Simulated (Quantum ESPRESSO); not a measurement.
A run of Quantum ESPRESSO 7.5 is set up as follows.

File pw.in:

```
&CONTROL
  calculation = 'scf'
  prefix = 'pwscf'
  outdir = './tmp'
  pseudo_dir = './pseudo'
  tprnfor = .true.
  disk_io = 'low'
/
&SYSTEM
  ibrav = 0
  celldm(1) = 8
  nat = 6
  ntyp = 1
  ecutwfc = 80
  nbnd = 51
  occupations = 'smearing'
  smearing = 'fd'
  degauss = 0.00367493
/
&ELECTRONS
  conv_thr = 6d-09
  electron_maxstep = 150
  mixing_beta = 0.3
  mixing_mode = 'local-TF'
/
ATOMIC_SPECIES
Ga    69.7230 Ga.upf
CELL_PARAMETERS alat
  0.7051296992850  -0.0000000000000   0.0000000000000
  0.0811895105714   0.7004399732932  -0.0000000000000
  0.0000000000000   0.0000000000000   5.8883344497493
ATOMIC_POSITIONS crystal
Ga     0.5000000000    0.5000000000    0.3008691604
Ga     0.0000000000    0.0000000000    0.3805214962
Ga     0.5000000000    0.5000000000    0.4601738321
Ga     0.0000000000    0.0000000000    0.5398261679
Ga     0.5000000000    0.5000000000    0.6194785038
Ga     0.0000000000    0.0000000000    0.6991308396
K_POINTS automatic
9 9 1 0 0 0
```

The input pp_density.in:

```
&INPUTPP
  prefix = 'pwscf'
  outdir = './tmp'
  filplot = 'density.dat'
  plot_num = 0
/
&PLOT
  nfile = 1
  filepp(1) = 'density.dat'
  iflag = 3
  output_format = 6
  fileout = 'density.cube'
/
```

The input pp_potential.in:

```
&INPUTPP
  prefix = 'pwscf'
  outdir = './tmp'
  filplot = 'potential.dat'
  plot_num = 11
/
&PLOT
  nfile = 1
  filepp(1) = 'potential.dat'
  iflag = 3
  output_format = 6
  fileout = 'potential.cube'
/
```

Contents of pp_elf.in:

```
&INPUTPP
  prefix = 'pwscf'
  outdir = './tmp'
  filplot = 'elf.dat'
  plot_num = 8
/
&PLOT
  nfile = 1
  filepp(1) = 'elf.dat'
  iflag = 3
  output_format = 6
  fileout = 'elf.cube'
/
```

Potentials or basis: PseudoDojo 0.4.1 SR PBE standard.

The run is started by

```sh
$ OMP_NUM_THREADS=1 pw.x -in pw.in > pw.out
$ OMP_NUM_THREADS=1 pp.x -in pp_density.in > pp_density.out
$ OMP_NUM_THREADS=1 pp.x -in pp_potential.in > pp_potential.out
$ OMP_NUM_THREADS=1 pp.x -in pp_elf.in > pp_elf.out
```

**Question.** What does it give for the work function of the upper face?

**Answer.** 4.21 eV.

**Question.** What does it give for the work function of the lower face?

**Answer.** 4.21 eV.

**Question.** Predict the largest force.

**Answer.** 0.273 eV/Å.

**Question.** Estimate the band gap on the k mesh.

**Answer.** None (metal or under the smearing width).

Forces on the atoms (eV/Å):
```
Ga   0.000  0.000 -0.273
Ga   0.000  0.000  0.049
Ga   0.000  0.000 -0.004
Ga   0.000  0.000  0.004
Ga   0.000  0.000 -0.049
Ga   0.000  0.000  0.273
```
